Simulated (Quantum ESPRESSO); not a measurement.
# NaI in Quantum ESPRESSO: the effect of functional

NaI:

```
CELL_PARAMETERS angstrom
0.00000 3.23640 3.23640
3.23640 0.00000 3.23640
3.23640 3.23640 0.00000
ATOMIC_POSITIONS crystal
I 0.50000 0.50000 0.50000
Na 0.00000 0.00000 0.00000
```

Alike in all runs:

```yaml
Program: Quantum ESPRESSO 7.5
Task: phonons
Cutoff: 1197 eV
Density_cutoff: 4789 eV
k_mesh: 2 × 2 × 2, shifted
Occupations: fermi-dirac, width 0.05 eV
Spin: no spin polarisation
```

Each run relaxes the cell or the atoms first.

Problem. One run gave: relaxed volume 33.90 Å³/atom; dielectric constant 3.47 mean; highest phonon frequency 159 cm⁻¹. Which functional did it use?
A. PW91
B. vdW-DF-cx
C. AM05
D. revPBE
E. LDA

Solution. B.

```tsv
functional	potentials or basis	relaxed volume (Å³/atom)	dielectric constant (mean)	highest phonon frequency (cm⁻¹)
LDA	PseudoDojo 0.4.1 SR LDA standard	30.83	3.80	129
PBE	PseudoDojo 0.4.1 SR PBE standard	34.90	3.42	143
AM05	PseudoDojo 0.4.1 SR PBE standard	34.66	3.44	96
PW91	PseudoDojo 0.4.1 SR PBE standard	34.89	3.42	266
revPBE	PseudoDojo 0.4.1 SR PBE standard	37.31	3.19	139
vdW-DF-cx	PseudoDojo 0.4.1 SR PBE standard	33.90	3.47	159
```

Caveats: all runs use coarse meshes; before the sum rule the acoustic modes lie tens of cm⁻¹ from zero, a sign that the density grid also shifts the optical modes (some runs); the potentials were made for another functional, which shifts forces and pressure (some runs); the relaxation stopped at its first step, so nothing moved (some runs).
